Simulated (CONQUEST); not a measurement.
# Sr under changes of volume

One of the cells (56.319 Å³/atom); the others are scaled copies at fixed shape and fractional positions:

```
Sr
1.0
     4.30253    0.00000    0.00000
     0.00000    4.30253    0.00000
     0.00000    0.00000    6.08470
Sr
2
Direct
  0.00000 0.00000 0.00000
  0.50000 0.50000 0.50000
```

| Property | Result |
| --- | --- |
| Program | CONQUEST 1.3 |
| Functional | PBE |
| Potentials or basis | PseudoDojo NC PBE, DZP, grid of 48 × 48 × 60 points |
| k mesh | 6 × 6 × 5 |
| Occupations | fermi-dirac, width 0.05 eV |
| Spin | no spin polarisation |

| volume (Å³/atom) | energy over the lowest point (meV/atom) | pressure (GPa) |
| --- | --- | --- |
| 52.940 | 3.71 | 0.6 |
| 54.067 | ? | ? |
| 55.193 | 0.00 | 0.0 |
| 56.319 | 0.89 | -0.2 |
| 57.446 | 3.49 | -0.4 |
| 58.572 | 7.49 | -0.6 |
| 59.698 | 12.78 | -0.8 |

**Question.** What does the run at 54.067 Å³/atom give?

**Answer.** Energy over the lowest point 0.87 meV/atom; pressure 0.3 GPa.

Worked out: A Birch-Murnaghan fit of order 3 (a polynomial in V^(-2/3)) to the other rows has its minimum at 55.15 Å³/atom with B0 = V·E''(V) = 12.6 GPa and B' = 4.3. It gives 0.84 meV/atom at 54.067 Å³/atom, against the run's 0.87, and -dE/dV = 0.3 GPa, against 0.3.

Energies are extrapolated to zero smearing.

Caveats: the basis of atomic orbitals isn't converged, which shifts pressures, moduli and gaps; the real-space grid breaks the cell's symmetry a little.
